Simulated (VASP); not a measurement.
# TiB2 (P6/mmm) in VASP: a series of runs

Runs on TiB2. Level: PBE. Tasks: relaxation of cell and atoms.

All numbers are computed with VASP 6.6.1; they aren't measurements. Logs are shortened: lines on timing, memory, paths and dates and some standing lists are left out, and cuts for length are marked.

## 1. The crystal as given

The structure is hexagonal, space group P6/mmm (No. 191). The conventional cell has a = 3.029 Å, b = 3.029 Å, c = 3.228 Å, α = 90.00°, β = 90.00°, γ = 120.00°. Ti (site symmetry 6/mmm) is surrounded by 12 B at 2.38 Å. Around B (site symmetry -6m2) lie 3 B at 1.75 Å.

## 2. Relaxation of cell and atoms, PBE

INCAR reads:

```
ALGO = Normal
EDIFF = 1E-7
EDIFFG = -0.002
ENCUT = 520
GGA = PE
IBRION = 2
ISIF = 3
ISMEAR = 0
LASPH = T
LCHARG = F
LREAL = F
LWAVE = F
NELM = 80
NSW = 80
PREC = Accurate
SIGMA = 0.1
```

KPOINTS reads:

```
k-points
0
Gamma
  6 6 4
```

POSCAR reads:

```
TiB2
1.0
    3.0292000000      0.0000000000      0.0000000000
   -1.5146000000      2.6233641500      0.0000000000
    0.0000000000      0.0000000000      3.2284000000
Ti B
1 2
Direct
    0.0000000000      0.0000000000      0.0000000000
    0.3333333300      0.6666666700      0.5000000000
    0.6666666700      0.3333333300      0.5000000000
```

Potentials or basis: VASP PAW PBE potentials, release 64 (Ti_sv, B).

Launch:

```console
$ cat potpaw_PBE.64/Ti_sv/POTCAR potpaw_PBE.64/B/POTCAR > POTCAR
$ mpirun -np 1 vasp_std > vasp.out
```

OUTCAR:

```text
EDIFF = 1E-7
   EDIFFG = -0.002
   ENCUT = 520
   GGA = PE
   IBRION = 2
   ISIF = 3
   ISMEAR = 0
   LASPH = T
   LREAL = F
   NELM = 80
   NSW = 80
   PREC = Accurate

 ion  position               nearest neighbor table
   1  0.000  0.000  0.000-   2 2.38   3 2.38   2 2.38   3 2.38   2 2.38   2 2.38   3 2.38   3 2.38
                             3 2.38   3 2.38   2 2.38   2 2.38
   2  0.333  0.667  0.500-   3 1.75   3 1.75   3 1.75   1 2.38   1 2.38   1 2.38   1 2.38   1 2.38
                             1 2.38
   3  0.667  0.333  0.500-   2 1.75   2 1.75   2 1.75   1 2.38   1 2.38   1 2.38   1 2.38   1 2.38
                             1 2.38

  LATTYP: Found a hexagonal cell.
 ALAT       =     3.0292000000
 C/A-ratio  =     1.0657599366

  Lattice vectors:

 A1 = (   3.0292000000,   0.0000000000,   0.0000000000)
 A2 = (  -1.5146000000,   2.6233641500,   0.0000000000)
 A3 = (   0.0000000000,   0.0000000000,   3.2284000000)

Analysis of symmetry for initial positions (statically):
=====================================================================
 Subroutine PRICEL returns:
 Original cell was already a primitive cell.

 Routine SETGRP: Setting up the symmetry group for a
 hexagonal supercell.

 Subroutine GETGRP returns: Found 24 space group operations
 (whereof 24 operations were pure point group operations)
 out of a pool of 24 trial point group operations.

The static configuration has the point symmetry D_6h.

Analysis of symmetry for dynamics (positions and initial velocities):
=====================================================================
 Subroutine PRICEL returns:
 Original cell was already a primitive cell.

 Routine SETGRP: Setting up the symmetry group for a
 hexagonal supercell.

 Subroutine GETGRP returns: Found 24 space group operations
 (whereof 24 operations were pure point group operations)
 out of a pool of 24 trial point group operations.

The dynamic configuration has the point symmetry D_6h.

 Subroutine INISYM returns: Found 24 space group operations
 (whereof 24 operations are pure point group operations),
 and found     1 'primitive' translations

----------------------------------------------------------------------------------------

                                     Primitive cell

  volume of cell :      25.6551

  direct lattice vectors                    reciprocal lattice vectors
     3.029200000  0.000000000  0.000000000     0.330120164  0.190594966  0.000000000
    -1.514600000  2.623364150  0.000000000     0.000000000  0.381189931  0.000000000
     0.000000000  0.000000000  3.228400000     0.000000000  0.000000000  0.309750960

  length of vectors
     3.029200000  3.029199997  3.228400000     0.381189931  0.381189931  0.309750960

  position of ions in fractional coordinates (direct lattice)
     0.000000000  0.000000000  0.000000000
     0.333333330  0.666666670  0.500000000
     0.666666670  0.333333330  0.500000000

  ion indices of the primitive-cell ions
   primitive index   ion index
                 1           1
                 2           2
                 3           3

----------------------------------------------------------------------------------------

 KPOINTS: k-points

Automatic generation of k-mesh.
 Grid dimensions read from file:
 generate k-points for:    6    6    4

 Generating k-lattice:

  Cartesian coordinates                     Fractional coordinates (reciprocal lattice)
     0.055020027  0.031765828  0.000000000     0.166666667  0.000000000  0.000000000
     0.000000000  0.063531655  0.000000000     0.000000000  0.166666667  0.000000000
     0.000000000  0.000000000  0.077437740     0.000000000  0.000000000  0.250000000

  Length of vectors
     0.063531655  0.063531655  0.077437740

  Shift w.r.t. Gamma in fractional coordinates (k-lattice)
     0.000000000  0.000000000  0.000000000

 Subroutine IBZKPT returns following result:
 ===========================================

 Found     21 irreducible k-points:

 Following reciprocal coordinates:
            Coordinates               Weight
  0.000000  0.000000  0.000000      1.000000
  0.166667 -0.000000  0.000000      6.000000
  0.333333  0.000000  0.000000      6.000000
  0.500000 -0.000000  0.000000      3.000000
  0.166667  0.166667  0.000000      6.000000
  0.333333  0.166667  0.000000     12.000000
[... 13 lines left out ...]
  0.333333  0.166667  0.500000     12.000000
  0.333333  0.333333  0.500000      2.000000
   k-points           NKPTS =     21   k-points in BZ     NKDIM =     21   number of bands    NBANDS=     13
   number of dos      NEDOS =    301   number of ions     NIONS =      3
   total plane-waves  NPLWV =  13824
   dimension x,y,z NGX =    24 NGY =   24 NGZ =   24
   dimension x,y,z NGXF=    48 NGYF=   48 NGZF=   48
   ions per type =               1   2
   NGX,Y,Z   is equivalent  to a cutoff of  13.17, 13.17, 12.36 a.u.
   NGXF,Y,Z  is equivalent  to a cutoff of  26.34, 26.34, 24.72 a.u.
 SYSTEM =  unknown system
   PREC   = accura    normal or accurate (medium, high low for compatibility)
   ISTART =      0    job   : 0-new  1-cont  2-samecut
   ICHARG =      2    charge: 1-file 2-atom 10-const
   ISPIN  =      1    spin polarized calculation?
   LNONCOLLINEAR =      F non collinear calculations
   LSORBIT =      F    spin-orbit coupling
   LASPH  =      T    aspherical Exc in radial PAW
   ENCUT  =  520.0 eV  38.22 Ry    6.18 a.u.   5.63  5.63  6.00*2*pi/ulx,y,z
   NELM   =     80;   NELMIN=  2; NELMDL= -5     # of ELM steps
   EDIFF  = 0.1E-06   stopping-criterion for ELM
   LREAL  =      F    real-space projection
   EDIFFG = -.2E-02   stopping-criterion for IOM
   NSW    =     80    number of steps for IOM
   IBRION =      2    ionic relax: 0-MD 1-quasi-New 2-CG
   NFREE  =      1    steps in history (QN), initial steepest desc. (CG)
   ISIF   =      3    stress and relaxation
   ISYM   =      2    0-nonsym 1-usesym 2-fastsym
   POTIM  = 0.5000    time-step for ionic-motion
   TEBEG  =    0.0;   TEEND  =   0.0 temperature during run
   PSTRESS=    0.0 pullay stress
   NELECT =      18.0000    total number of electrons
   NUPDOWN=      -1.0000    fix difference up-down
   EMIN   =  10.00;   EMAX   =-10.00  energy-range for DOS
   EFERMI =   0.00;   METHOD = LEGACY
   ISMEAR =     0;   SIGMA  =   0.10  broadening in eV -4-tet -1-fermi 0-gaus
   EFERMI_NEDOS =   21; number of points for ismear=-14 and -15
   IALGO  =     38    algorithm
   IMIX   =      4    mixing-type and parameters
     AMIX     =   0.40;   BMIX     =  1.00
     AMIX_MAG =   1.60;   BMIX_MAG =  1.00
  volume/ion in A,a.u.               =       8.55        57.71
  Fermi-wavevector in a.u.,A,eV,Ry     =   1.454703  2.748990 28.792122  2.116161
  Thomas-Fermi vector in A             =   2.571823
   LORBIT       =      0    0 simple, 1 ext, 2 COOP (PROOUT), +10 PAW based schemes
   GGA     = PE    functional components
   LHFCALC =     F    Hartree Fock is set to
   AEXX    =    0.0000 exact exchange contribution
   IVDW    =     0    specifies the selected vdW correction
   LEPSILON=     F    determine dielectric tensor
   LRPA    =     F    only Hartree local field effects (RPA)
 conjugate gradient relaxation of ions
 non-spin polarized calculation
 Gauss-broadening in eV      SIGMA  =   0.10
  energy-cutoff  :      520.00
  volume of cell :       25.66
 maximum number of plane-waves:       721
 NGX is ok and might be reduce to    24
   NGX = 11   NGY = 11   NGZ = 13

--------------------------------------- Ionic step        1  -------------------------------------------

 number of electron      18.0000002 magnetization

 Free energy of the ion-electron system (eV)
  ---------------------------------------------------
  ext. energy  EPLUGINS =         0.00000000
  ---------------------------------------------------
  free energy    TOTEN  =       -24.39343314 eV

  energy without entropy =      -24.39055955  energy(sigma->0) =      -24.39199634

------------------------ aborting loop because EDIFF is reached ----------------------------------------

  FORCE on cell =-STRESS in cart. coord.  units (eV):
  Direction    XX          YY          ZZ          XY          YZ          ZX
  --------------------------------------------------------------------------------------
  -------------------------------------------------------------------------------------
  Total        0.3755733      0.3755733     -0.4486620      0.0000000     -0.0000000      0.0000000
  in kB       23.4547844     23.4547843    -28.0192180      0.0000000     -0.0000000      0.0000000
  external PRESSURE =       6.2967836 kB  Pullay stress =       0.0000000 kB
[... 207 lines left out ...]
  energy  without entropy=      -24.3954620187  energy(sigma->0) =      -24.39638280

--------------------------------------- Ionic step        7  -------------------------------------------

 number of electron      17.9999997 magnetization

 Free energy of the ion-electron system (eV)
  ---------------------------------------------------
  ext. energy  EPLUGINS =         0.00000000
  ---------------------------------------------------
  free energy    TOTEN  =       -24.39730461 eV

  energy without entropy =      -24.39545956  energy(sigma->0) =      -24.39638209

 E-fermi :   9.9115     XC(G=0): -12.7707

 val. band max:        9.7268853318   @ k =   0.0000   0.0000   0.5000
 cond. band min:      10.0089089344   @ k =   0.3333   0.1667   0.0000
 fundamental gap:      0.2820236026
 Fermi energy:         9.9114630122

 k-point     1 :       0.0000    0.0000    0.0000
  band No.  band energies     occupation
      1     -46.9526      2.00000
      2     -23.3061      2.00000
      3     -22.9947      2.00000
      4     -22.9947      2.00000
      5      -3.4878      2.00000
      6       7.3124      2.00000
      7       7.3124      2.00000
      8       7.8234      2.00000
      9       7.9107      2.00000
     10      11.8840      0.00000
     11      11.8840      0.00000
     12      13.7320      0.00000
     13      13.7320      0.00000
[... 348 lines left out ...]
  FREE ENERGIE OF THE ION-ELECTRON SYSTEM (eV)
  ---------------------------------------------------
  free  energy   TOTEN  =       -24.3973046127 eV

  energy  without entropy=      -24.3954595615  energy(sigma->0) =      -24.39638209

 reached required accuracy - stopping structural energy minimisation
```

Wall time 26 s (1 thread of Intel Xeon Platinum 8259CL at 2.50GHz (Skylake/Cascade Lake), shared host); peak memory 0.14 GiB.

What came out:

| Item | Value |
| --- | --- |
| Free energy | -24.3973 eV |
| Relaxed volume | 8.55 Å³/atom |
| Relaxed cell | a = 3.043 Å, b = 3.043 Å, c = 3.200 Å, α = 90.00°, β = 90.00°, γ = 120.00° |
| Space group after relaxing (to 0.05 Å) | P6/mmm (No. 191) |
| Energy gained by relaxing | 1.3 meV/atom |
| Ionic steps | 7 |
| Pressure after relaxing | 0.0 GPa |
| Band gap on the k mesh | none (metal or under the smearing width) |

The path:
```
step  energy change (eV)  largest force (eV/Å)  pressure (GPa)  volume (Å³)
   1              0.0000                0.0000            0.63        25.66
   2             -0.0035                0.0000           -1.12        25.78
   3             -0.0035                0.0000           -0.94        25.76
   4             -0.0037                0.0000            0.57        25.60
   5             -0.0039                0.0000           -0.01        25.66
   6             -0.0039                0.0000           -0.03        25.67
   7             -0.0039                0.0000           -0.01        25.66
```

Final structure:
```xyz
3
Lattice="3.0432 0.0000 0.0000 -1.5216 2.6354 0.0000 0.0000 0.0000 3.1999" Properties=species:S:1:pos:R:3 pbc="T T T"
Ti   -1.5216    2.6354    0.0000
B     0.0000    1.7570    1.6000
B     1.5216    0.8785    1.6000
```

Caveat: the k mesh is coarse (spacing up to 0.49 Å⁻¹), so the values aren't converged.

## 3. Relaxation of cell and atoms, PBE

INCAR is that of step 2.

KPOINTS is that of step 2.

POSCAR reads:

```
TiB2                                    
1.0
    3.0431517758      0.0000000000      0.0000000000
   -1.5215758879      2.6354467422      0.0000000000
   -0.0000000000     -0.0000000000      3.1999071289
  Ti              B             
     1     2
Direct
     0.0000000000000000    1.0000000000000000    0.0000000000000000
     0.3333333300000021    0.6666666699999979    0.5000000000000000
     0.6666666699999979    0.3333333300000021    0.5000000000000000
```

Potentials or basis: VASP PAW PBE potentials, release 64 (Ti_sv, B).

Launch:

```console
$ cat potpaw_PBE.64/Ti_sv/POTCAR potpaw_PBE.64/B/POTCAR > POTCAR
$ mpirun -np 1 vasp_std > vasp.out
```

Wall time 6.5 s (1 thread of Intel Xeon Platinum 8259CL at 2.50GHz (Skylake/Cascade Lake), shared host); peak memory 0.13 GiB.

It converged, with:

```yaml
Free_energy: -24.3973 eV
Pressure_after_relaxing: 0.0 GPa
Band_gap_on_the_k_mesh: none (metal or under the smearing width)
```

Final structure:
```xyz
3
Lattice="3.0432 0.0000 0.0000 -1.5216 2.6354 0.0000 0.0000 0.0000 3.1999" Properties=species:S:1:pos:R:3 pbc="T T T"
Ti    0.0000    0.0000    0.0000
B     0.0000    1.7570    1.6000
B     1.5216    0.8785    1.6000
```

Levels at points of the mesh, in eV from the Fermi level:
```csv
k point,band 5,band 6,band 7,band 8,band 9,band 10,band 11,band 12,band 13
"(0.00, 0.00, 0.00)",-13.40,-2.60,-2.60,-2.09,-2.00,1.97,1.97,3.82,3.82
"(0.50, 0.00, 0.00)",-9.28,-9.17,-3.21,-3.04,-2.20,1.43,2.78,3.26,3.53
"(0.00, 0.00, 0.50)",-11.42,-7.51,-0.51,-0.51,-0.18,-0.18,0.52,0.52,1.86
"(0.50, 0.00, 0.50)",-9.66,-7.41,-4.60,-3.75,-3.08,2.63,2.98,4.61,4.71
```

Caveat: the k mesh is coarse (spacing up to 0.49 Å⁻¹), so the values aren't converged; the relaxation stopped at its first step, so nothing moved.
